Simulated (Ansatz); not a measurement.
In:

```
In
1.0
    -1.62547    1.62547    2.47370
     1.62547   -1.62547    2.47370
     1.62547    1.62547   -2.47370
In
1
Direct
  0.00000 0.00000 0.00000
```

Base run:

- Program: Ansatz 0.2.0
- Functional: PBE
- Potentials or basis: all-electron LAPW, scalar-relativistic
- Cutoff: 179 eV (chosen from the basis error)
- Basis error allowed: 0.001 eV/atom
- k mesh: 11 × 11 × 11
- Occupations: fermi-dirac, width 0.05 eV
- Spin: no spin polarisation

Its results: pressure 2.0 GPa.

**Question.** The run is repeated on the same cell with these changes: functional from PBE to LDA. What comes out?

**Answer.** Pressure -2.5 GPa.

LDA binds more tightly than PBE, so the same cell stands under less pressure.
